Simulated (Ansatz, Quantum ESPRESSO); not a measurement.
# Band offsets of the AlP/MgS(110) superlattice, 5 + 5 layers, a = 5.493 Å, part 2 of 7

How do the band edges meet in the AlP/MgS(110) superlattice, 5 + 5 layers, a = 5.493 Å?

Quantum ESPRESSO 7.5; plane-wave DFT, LDA, GBRV ultrasoft pseudopotentials; cross-check by Ansatz 0.2.0 with PAW datasets.

So far. Step 3 (SCF with pw.x of bulk AlP): The run needed 8 iterations to bring the estimated error under 1e-07 Ry.

### Step 4. Band structure of bulk AlP

The density is frozen and the levels are solved along a path.

The input, a.bands.in:

```
&control
  prefix = 'a.bands'
  outdir = './out'
  pseudo_dir = './pseudo'
  calculation = 'bands'
/
&system
  ibrav = 0
  nat = 4
  ntyp = 2
  ecutwfc = 40
  ecutrho = 200
  occupations = 'smearing'
  smearing = 'fd'
  degauss = 0.002
  nbnd = 16
/
&electrons
  conv_thr = 1e-07
  mixing_beta = 0.5
  electron_maxstep = 120
/
ATOMIC_SPECIES
  Al  26.9815  al_lda_v1.uspp.F.UPF
  P   30.9738  p_lda_v1.5.uspp.F.UPF
CELL_PARAMETERS angstrom
  5.49300000000000 0.00000000000000 0.00000000000000
  0.00000000000000 3.88413754905771 0.00000000000000
  0.00000000000000 0.00000000000000 3.88413754905771
ATOMIC_POSITIONS crystal
  Al  0.000000000000 0.000000000000 0.000000000000
  P   0.250000000000 0.500000000000 0.000000000000
  Al  0.500000000000 0.500000000000 0.500000000000
  P   0.750000000000 0.000000000000 0.500000000000
K_POINTS crystal_b
6
  0.0000000000 0.0000000000 0.0000000000 20
  1.0000000000 0.0000000000 0.0000000000 1
  0.0000000000 0.0000000000 0.0000000000 20
  0.5000000000 0.0000000000 0.5000000000 1
  0.0000000000 0.0000000000 0.0000000000 20
  0.0000000000 0.5000000000 0.5000000000 1
```

Started as:

```
$ cp -r out/a.save out/a.bands.save
$ cp out/a.xml out/a.bands.xml
$ OMP_NUM_THREADS=1 mpirun -n 4 pw.x -nk 4 -in a.bands.in > a.bands.out
```

What it wrote:

```text
[banner, memory and clock lines left out]
Program PWSCF v.7.5 starts

          URL

     Atomic positions and unit cell read from directory:
     ./out/a.bands.save/

     Found identity + (  0.5000 -0.5000 -0.5000) symmetry
     This is a supercell, fractional translations are disabled
     Message from routine setup:
     using ibrav=0 with symmetry is DISCOURAGED, use correct ibrav instead

     G-vector sticks info

     bravais-lattice index     =            0
     lattice parameter (alat)  =      10.3803  a.u.
     unit-cell volume          =     559.2364 (a.u.)^3
     number of atoms/cell      =            4
     number of atomic types    =            2
     number of electrons       =        16.00
     number of Kohn-Sham states=           16
     kinetic-energy cutoff     =      40.0000  Ry
     charge density cutoff     =     200.0000  Ry
     Exchange-correlation=  SLA  PZ   NOGX NOGC
                           (   1   1   0   0   0   0   0)

     celldm(1)=  10.380266  celldm(2)=   0.000000  celldm(3)=   0.000000
     celldm(4)=   0.000000  celldm(5)=   0.000000  celldm(6)=   0.000000

     crystal axes: (cart. coord. in units of alat)
               a(1) = (   1.000000   0.000000   0.000000 )
               a(2) = (   0.000000   0.707107   0.000000 )
               a(3) = (   0.000000   0.000000   0.707107 )

     reciprocal axes: (cart. coord. in units 2 pi/alat)
               b(1) = (  1.000000  0.000000  0.000000 )
               b(2) = (  0.000000  1.414214  0.000000 )
               b(3) = (  0.000000  0.000000  1.414214 )

     PseudoPot. # 1 for Al read from file:
     ./pseudo/al_lda_v1.uspp.F.UPF
     Pseudo is Ultrasoft + core correction, Zval =  3.0
     Generated by new atomic code, or converted to UPF format
     Using radial grid of  893 points,  3 beta functions with:
                l(1) =   0
                l(2) =   1
                l(3) =   2
     Q(r) pseudized with  8 coefficients,  rinner =    0.900   0.900   0.900
                                                       0.900   0.900

     PseudoPot. # 2 for P  read from file:
     ./pseudo/p_lda_v1.5.uspp.F.UPF
     Pseudo is Ultrasoft + core correction, Zval =  5.0
     Generated by new atomic code, or converted to UPF format
     Using radial grid of  903 points,  6 beta functions with:
                l(1) =   0
                l(2) =   0
                l(3) =   1
                l(4) =   1
                l(5) =   2
                l(6) =   2
     Q(r) pseudized with  8 coefficients,  rinner =    1.300   1.300   1.300
                                                       1.300   1.300

     atomic species   valence    mass     pseudopotential
     Al                3.00    26.98150     Al( 1.00)
     P                 5.00    30.97380     P ( 1.00)

      8 Sym. Ops. (no inversion) found

   Cartesian axes

     site n.     atom                  positions (alat units)
         1        Al     tau(   1) = (   0.0000000   0.0000000   0.0000000  )
         2        P      tau(   2) = (   0.2500000   0.3535534   0.0000000  )
         3        Al     tau(   3) = (   0.5000000   0.3535534   0.3535534  )
         4        P      tau(   4) = (   0.7500000   0.0000000   0.3535534  )

     number of k points=    63  Fermi-Dirac smearing, width (Ry)=  0.0020
                       cart. coord. in units 2pi/alat
        k(    1) = (   0.0000000   0.0000000   0.0000000), wk =   0.0317460
        k(    2) = (   0.0500000   0.0000000   0.0000000), wk =   0.0317460
        k(    3) = (   0.1000000   0.0000000   0.0000000), wk =   0.0317460
        k(    4) = (   0.1500000   0.0000000   0.0000000), wk =   0.0317460
        k(    5) = (   0.2000000   0.0000000   0.0000000), wk =   0.0317460
        k(    6) = (   0.2500000   0.0000000   0.0000000), wk =   0.0317460
        k(    7) = (   0.3000000   0.0000000   0.0000000), wk =   0.0317460
        k(    8) = (   0.3500000   0.0000000   0.0000000), wk =   0.0317460
        k(    9) = (   0.4000000   0.0000000   0.0000000), wk =   0.0317460
        k(   10) = (   0.4500000   0.0000000   0.0000000), wk =   0.0317460
        k(   11) = (   0.5000000   0.0000000   0.0000000), wk =   0.0317460
        k(   12) = (   0.5500000   0.0000000   0.0000000), wk =   0.0317460
        k(   13) = (   0.6000000   0.0000000   0.0000000), wk =   0.0317460
        k(   14) = (   0.6500000   0.0000000   0.0000000), wk =   0.0317460
        k(   15) = (   0.7000000   0.0000000   0.0000000), wk =   0.0317460
        k(   16) = (   0.7500000   0.0000000   0.0000000), wk =   0.0317460
        k(   17) = (   0.8000000   0.0000000   0.0000000), wk =   0.0317460
        k(   18) = (   0.8500000   0.0000000   0.0000000), wk =   0.0317460
        k(   19) = (   0.9000000   0.0000000   0.0000000), wk =   0.0317460
        k(   20) = (   0.9500000   0.0000000   0.0000000), wk =   0.0317460
        k(   21) = (   1.0000000   0.0000000   0.0000000), wk =   0.0317460
        k(   22) = (   0.0000000   0.0000000   0.0000000), wk =   0.0317460
        k(   23) = (   0.0250000   0.0000000   0.0353553), wk =   0.0317460
        k(   24) = (   0.0500000   0.0000000   0.0707107), wk =   0.0317460
        k(   25) = (   0.0750000   0.0000000   0.1060660), wk =   0.0317460
        k(   26) = (   0.1000000   0.0000000   0.1414214), wk =   0.0317460
        k(   27) = (   0.1250000   0.0000000   0.1767767), wk =   0.0317460
        k(   28) = (   0.1500000   0.0000000   0.2121320), wk =   0.0317460
        k(   29) = (   0.1750000   0.0000000   0.2474874), wk =   0.0317460
        k(   30) = (   0.2000000   0.0000000   0.2828427), wk =   0.0317460
        k(   31) = (   0.2250000   0.0000000   0.3181981), wk =   0.0317460
        k(   32) = (   0.2500000   0.0000000   0.3535534), wk =   0.0317460
        k(   33) = (   0.2750000   0.0000000   0.3889087), wk =   0.0317460
        k(   34) = (   0.3000000   0.0000000   0.4242641), wk =   0.0317460
        k(   35) = (   0.3250000   0.0000000   0.4596194), wk =   0.0317460
        k(   36) = (   0.3500000   0.0000000   0.4949747), wk =   0.0317460
        k(   37) = (   0.3750000   0.0000000   0.5303301), wk =   0.0317460
        k(   38) = (   0.4000000   0.0000000   0.5656854), wk =   0.0317460
        k(   39) = (   0.4250000   0.0000000   0.6010408), wk =   0.0317460
        k(   40) = (   0.4500000   0.0000000   0.6363961), wk =   0.0317460
        k(   41) = (   0.4750000   0.0000000   0.6717514), wk =   0.0317460
        k(   42) = (   0.5000000   0.0000000   0.7071068), wk =   0.0317460
        k(   43) = (   0.0000000   0.0000000   0.0000000), wk =   0.0317460
        k(   44) = (   0.0000000   0.0353553   0.0353553), wk =   0.0317460
[...]
-6.6695  -4.5604  -0.4773   2.2038   2.6503   3.7750   4.5574   4.5574
     6.4714   7.5001   8.0249   9.2706   9.2706   9.3022  13.0610  13.0610

          k = 0.1250 0.0000 0.1768 (  2400 PWs)   bands (ev):

    -6.6088  -4.6052  -0.3955   2.0712   2.7027   3.4059   4.5076   4.5076
     6.5976   7.8000   8.0682   9.3599   9.3599   9.5300  12.9323  12.9323

          k = 0.1500 0.0000 0.2121 (  2406 PWs)   bands (ev):

    -6.5355  -4.6547  -0.3165   1.9570   2.7657   3.0195   4.4519   4.4519
     6.7280   8.0487   8.1539   9.4520   9.4520   9.8312  12.8264  12.8265

          k = 0.1750 0.0000 0.2475 (  2404 PWs)   bands (ev):

    -6.4501  -4.7069  -0.2528   1.8792   2.6258   2.8387   4.3925   4.3926
     6.8645   7.9900   8.5486   9.5375   9.5375  10.1768  12.6344  12.7583

          k = 0.2000 0.0000 0.2828 (  2410 PWs)   bands (ev):

    -6.3534  -4.7600  -0.2173   1.8537   2.2318   2.9208   4.3315   4.3316
     7.0089   7.9106   8.9707   9.6073   9.6073  10.5449  12.1515  12.4441

          k = 0.2250 0.0000 0.3182 (  2391 PWs)   bands (ev):

    -6.2464  -4.8124  -0.2181   1.8425   1.8902   3.0110   4.2706   4.2706
     7.1615   7.8222   9.4023   9.6539   9.6539  10.9199  11.6961  12.0284

          k = 0.2500 0.0000 0.3536 (  2391 PWs)   bands (ev):

    -6.1302  -4.8627  -0.2548   1.4623   1.9891   3.1079   4.2112   4.2113
     7.3209   7.7317   9.6739   9.6739   9.8038  11.2894  11.3061  11.6301

          k = 0.2750 0.0000 0.3889 (  2400 PWs)   bands (ev):

    -6.0065  -4.9099  -0.3196   1.0951   2.1422   3.2099   4.1547   4.1548
     7.4832   7.6436   9.6685   9.6685  10.0422  11.1139  11.2525  11.6406

          k = 0.3000 0.0000 0.4243 (  2400 PWs)   bands (ev):

    -5.8774  -4.9533  -0.4018   0.7446   2.3375   3.3150   4.1021   4.1021
     7.5607   7.6410   9.6427   9.6427   9.9340  10.8987  11.3039  11.9577

          k = 0.3250 0.0000 0.4596 (  2381 PWs)   bands (ev):

    -5.7453  -4.9924  -0.4911   0.4148   2.5626   3.4208   4.0541   4.0542
     7.4850   7.7794   9.6031   9.6031   9.6533  10.5720  11.7058  12.2228

          k = 0.3500 0.0000 0.4950 (  2378 PWs)   bands (ev):

    -5.6138  -5.0266  -0.5797   0.1100   2.8062   3.5242   4.0115   4.0116
     7.4176   7.8702   9.3831   9.5564   9.5564  10.2761  12.1418  12.4208

          k = 0.3750 0.0000 0.5303 (  2387 PWs)   bands (ev):

    -5.4869  -5.0557  -0.6619  -0.1647   3.0571   3.6219   3.9748   3.9748
     7.3596   7.8708   9.2082   9.5085   9.5085  10.0149  12.5226  12.5491

          k = 0.4000 0.0000 0.5657 (  2378 PWs)   bands (ev):

    -5.3698  -5.0796  -0.7334  -0.4034   3.3032   3.7100   3.9443   3.9443
     7.3114   7.7606   9.1621   9.4639   9.4640   9.7925  12.6202  12.7582

          k = 0.4250 0.0000 0.6010 (  2373 PWs)   bands (ev):

    -5.2687  -5.0983  -0.7915  -0.5998   3.5296   3.7845   3.9203   3.9203
     7.2737   7.5823   9.2083   9.4261   9.4262   9.6134  12.6535  12.8121

          k = 0.4500 0.0000 0.6364 (  2370 PWs)   bands (ev):

    -5.1899  -5.1116  -0.8342  -0.7468   3.7173   3.8413   3.9030   3.9030
     7.2465   7.4024   9.2857   9.3976   9.3976   9.4817  12.6661  12.7611

          k = 0.4750 0.0000 0.6718 (  2374 PWs)   bands (ev):

    -5.1396  -5.1196  -0.8603  -0.8381   3.8440   3.8770   3.8926   3.8926
     7.2301   7.2721   9.3495   9.3798   9.3798   9.4010  12.6696  12.6967

          k = 0.5000 0.0000 0.7071 (  2388 PWs)   bands (ev):

    -5.1222  -5.1222  -0.8691  -0.8691   3.8891   3.8891   3.8891   3.8891
     7.2247   7.2247   9.3738   9.3738   9.3738   9.3738  12.6701  12.6701

          k = 0.0000 0.0000 0.0000 (  2429 PWs)   bands (ev):

    -6.7788  -4.4694  -0.6592   2.5555   2.5555   4.6572   4.6573   4.6573
     6.1350   6.9815   7.5747   9.0800   9.0800   9.0800  13.4318  13.4318

          k = 0.0000 0.0354 0.0354 (  2423 PWs)   bands (ev):

    -6.7696  -4.4682  -0.6521   2.5266   2.5324   4.5914   4.6344   4.6345
     6.1854   7.0326   7.6443   9.0495   9.1150   9.1150  13.3387  13.4434

          k = 0.0000 0.0707 0.0707 (  2427 PWs)   bands (ev):

    -6.7421  -4.4648  -0.6313   2.4446   2.4678   4.4105   4.5684   4.5684
     6.3316   7.1816   7.8346   8.9615   9.2175   9.2175  13.0876  13.4782

          k = 0.0000 0.1061 0.1061 (  2423 PWs)   bands (ev):

    -6.6965  -4.4594  -0.5976   2.3212   2.3737   4.1500   4.4655   4.4656
     6.5613   7.4171   8.1050   8.8252   9.3810   9.3810  12.7401  13.5361

          k = 0.0000 0.1414 0.1414 (  2413 PWs)   bands (ev):

    -6.6329  -4.4526  -0.5526   2.1716   2.2643   3.8412   4.3344   4.3344
     6.8589   7.7251   8.4121   8.6531   9.5966   9.5967  12.3584  13.6173

          k = 0.0000 0.1768 0.1768 (  2403 PWs)   bands (ev):

    -6.5518  -4.4450  -0.4988   2.0109   2.1527   3.5054   4.1837   4.1838
     7.2091   8.0924   8.4529   8.7166   9.8553   9.8553  11.9994  13.0753

          k = 0.0000 0.2121 0.2121 (  2387 PWs)   bands (ev):

    -6.4536  -4.4373  -0.4401   1.8532   2.0492   3.1552   4.0214   4.0215
     7.5969   8.2410   8.5076   8.9586  10.1488  10.1488  11.7258  12.4802

          k = 0.0000 0.2475 0.2475 (  2385 PWs)   bands (ev):

    -6.3391  -4.4303  -0.3819   1.7112   1.9618   2.7984   3.8541   3.8541
     8.0049   8.0217   8.9617   9.0757  10.4701  10.4701  11.6101  11.9110

          k = 0.0000 0.2828 0.2828 (  2397 PWs)   bands (ev):

    -6.2090  -4.4248  -0.3312   1.5974   1.8957   2.4398   3.6868   3.6869
     7.8013   8.4051   9.0261   9.4469  10.8137  10.8138  11.3958  11.6505

          k = 0.0000 0.3182 0.3182 (  2390 PWs)   bands (ev):

    -6.0646  -4.4212  -0.2960   1.5231   1.8547   2.0828   3.5238   3.5238
     7.5844   8.7381   8.8401   9.9537  10.9941  11.0860  11.1754  11.1754

          k = 0.0000 0.3536 0.3536 (  2374 PWs)   bands (ev):

    -5.9071  -4.4200  -0.2834   1.4972   1.7297   1.8408   3.3681   3.3681
     7.3740   8.5829   8.8808  10.3688  10.6518  10.8285  11.5518  11.5518

          k = 0.0000 0.3889 0.3889 (  2386 PWs)   bands (ev):

    -5.7385  -4.4212  -0.2960   1.3832   1.5231   1.8547   3.2221   3.2222
     7.1725   8.3045   8.7381   9.9537  10.9940  11.0860  11.9403  11.9403

          k = 0.0000 0.4243 0.4243 (  2404 PWs)   bands (ev):

    -5.5610  -4.4248  -0.3312   1.0457   1.5974   1.8957   3.0878   3.0879
     6.9819   8.0336   8.4052   9.4469  11.3958  11.6505  12.3390  12.3390

          k = 0.0000 0.4596 0.4596 (  2404 PWs)   bands (ev):

    -5.3779  -4.4303  -0.3819   0.7206   1.7112   1.9618   2.9667   2.9667
     6.8039   7.7855   8.0049   8.9617  11.9110  12.2329  12.7465  12.7465

          k = 0.0000 0.4950 0.4950 (  2394 PWs)   bands (ev):

    -5.1933  -4.4373  -0.4401   0.4122   1.8531   2.0492   2.8598   2.8598
     6.6408   7.5681   7.5969   8.5076  12.4802  12.8251  13.1613  13.1613

          k = 0.0000 0.5303 0.5303 (  2394 PWs)   bands (ev):

    -5.0125  -4.4450  -0.4988   0.1261   2.0109   2.1527   2.7680   2.7681
     6.4954   7.2091   7.3851   8.0924  13.0753  13.4211  13.5818  13.5818

          k = 0.0000 0.5657 0.5657 (  2384 PWs)   bands (ev):

    -4.8426  -4.4526  -0.5525  -0.1304   2.1715   2.2643   2.6922   2.6922
     6.3707   6.8589   7.2373   7.7251  13.6768  14.0054  14.0054  14.0132

          k = 0.0000 0.6010 0.6010 (  2386 PWs)   bands (ev):

    -4.6928  -4.4594  -0.5975  -0.3480   2.3211   2.3737   2.6326   2.6327
     6.2699   6.5613   7.1241   7.4171  14.2622  14.4268  14.4268  14.5853

          k = 0.0000 0.6364 0.6364 (  2382 PWs)   bands (ev):

    -4.5737  -4.4648  -0.6313  -0.5158   2.4445   2.4678   2.5899   2.5899
     6.1957   6.3317   7.0445   7.1816  14.7927  14.8327  14.8327  15.0778

          k = 0.0000 0.6718 0.6718 (  2362 PWs)   bands (ev):

    -4.4963  -4.4682  -0.6521  -0.6225   2.5266   2.5324   2.5641   2.5641
     6.1503   6.1855   6.9972   7.0326  15.1821  15.1821  15.1916  15.3081

          k = 0.0000 0.7071 0.7071 (  2372 PWs)   bands (ev):

    -4.4694  -4.4694  -0.6592  -0.6591   2.5555   2.5555   2.5555   2.5555
     6.1351   6.1351   6.9815   6.9815  15.3448  15.3448  15.3448  15.3448

     XML data file, pseudopotentials, collected wavefunctions

                                        0.00s GPU  (    1193 calls)
```

Run time: 16 s. Hardware: 4 MPI ranks of Arm Neoverse V1, shared host; peak memory 0.22 GiB.

Read from the output:

```
valence top, on the run's zero       : 4.657 eV
conduction bottom, on the run's zero : 6.135 eV
gap by band count                    : 1.478 eV
```

Band numbers count within the set of bands kept for display; the cell holds two formula units, so the X point along 001 folds onto the zone centre. Electronic bands along the path, in eV, zero at the Fermi level, which the smearing puts inside the gap; v1 is the highest filled band, c1 the lowest empty one:

| point | v4 | v3 | v2 | v1 | c1 | c2 | c3 | c4 |
| --- | --- | --- | --- | --- | --- | --- | --- | --- |
| L | -1.46 | -1.46 | -1.46 | -1.46 | 1.88 | 1.88 | 4.03 | 4.03 |
| halfway | -3.36 | -2.24 | -1.14 | -1.14 | 1.97 | 2.39 | 4.33 | 4.33 |
| Γ | -2.79 | -0.69 | -0.69 | -0.69 | 0.79 | 1.64 | 2.23 | 3.73 |
| halfway | -3.62 | -3.51 | -1.98 | -1.98 | 2.03 | 3.24 | 3.53 | 5.02 |
| X | -2.79 | -2.79 | -2.79 | -2.79 | 0.79 | 0.79 | 1.64 | 1.64 |

### Step 5. Potential by pp.x of bulk AlP

plot_num = 11 writes the bare and Hartree potential, whose mean serves as the common reference.

The input, a.pot.in:

```
&inputpp
  prefix = 'a'
  outdir = './out'
  filplot = 'a.pot.dat'
  plot_num = 11
/
```

Started as:

```
$ OMP_NUM_THREADS=1 mpirun -n 4 pp.x -in a.pot.in > a.pot.out
```

What it wrote:

```text
[banner, memory and clock lines left out]
Program POST-PROC v.7.5 starts

          URL

     ./out/a.save/

     IMPORTANT: XC functional enforced from input :
     Exchange-correlation= PZ
                           (   1   1   0   0   0   0   0)
     Any further DFT definition will be discarded
     Please, verify this is what you really want

     Calling punch_plot, plot_num =  11
     Writing data to file  a.pot.dat
     Message from routine chdens:
     namelist plot not found or invalid, exiting
```

It took 0.78 s on 4 MPI ranks; peak memory 0.09 GiB; 2.8 s of CPU time.

Electrostatic potential energy of an electron; zero at the Fermi level, which the smearing puts inside the gap. Potential energy, planar mean against z:

z (Å), potential energy, planar mean (eV) and a bar from the least value:
```
     0.00      -9.29 
     0.11      -8.96 #
     0.22      -8.03 ####
     0.32      -6.63 #########
     0.43      -4.97 ##############
     0.54      -3.30 ###################
     0.65      -1.86 ########################
     0.76      -0.81 ###########################
     0.86      -0.21 #############################
     0.97      -0.02 ##############################
     1.08      -0.21 #############################
     1.19      -0.81 ###########################
     1.29      -1.86 ########################
     1.40      -3.30 ###################
     1.51      -4.97 ##############
     1.62      -6.63 #########
     1.73      -8.03 ####
     1.83      -8.96 #
     1.94      -9.29 
     2.05      -8.96 #
     2.16      -8.03 ####
     2.27      -6.63 #########
     2.37      -4.97 ##############
     2.48      -3.30 ###################
     2.59      -1.86 ########################
     2.70      -0.81 ###########################
     2.81      -0.21 #############################
     2.91      -0.02 ##############################
     3.02      -0.21 #############################
     3.13      -0.81 ###########################
     3.24      -1.86 ########################
     3.34      -3.30 ###################
     3.45      -4.97 ##############
     3.56      -6.63 #########
     3.67      -8.03 ####
     3.78      -8.96 #
```

### Step 6. Macroscopic average of bulk AlP

A running mean over one period damps the atomic wiggles and leaves the mean of this pseudopotential's potential.

The input, a.avg.in:

```
1
a.pot.dat
1.0
40
3
7.3399561981
```

Started as:

```
$ OMP_NUM_THREADS=1 average.x < a.avg.in > a.avg.out
```

What it wrote:

```text
[banner, memory and clock lines left out]
Program AVERAGE v.7.5 starts

          URL

     Reading header from file  a.pot.dat
     Reading data from file  a.pot.dat
     Output written to file avg.dat

[...]
```

It took 0.47 s on 1 MPI rank; peak memory 0.09 GiB.

This step gave:

| Quantity | Value |
| --- | --- |
| average.x's running mean over the crystal, on the run's own zero | 0.9666 eV |
| mean potential by an exact Fourier window over the crystal, on the run's own zero | 0.9666 eV |

Electrostatic potential energy of an electron; zero at the Fermi level, which the smearing puts inside the gap; window 3.8841 Å. The potential energy, running mean stays at -4.38 eV for z from 0 to 3.79 Å.

(Continued in part 3 of 7.)

[Logs are printed without paths, hosts, clocks, repeated set-up lines and the standing remarks that a program may print on its own settings, such as how far it seeks lower states.]

[Hosts, paths, dates, database ids (printed as entryN), source tags and the programs' standing remarks are cut or masked in the printed files.]

[Maps of the electrostatic potential energy from Ansatz leave out the sawtooth potential of an applied field or a dipole correction, so their vacuum need not be flat; planar profiles and work functions include it.]
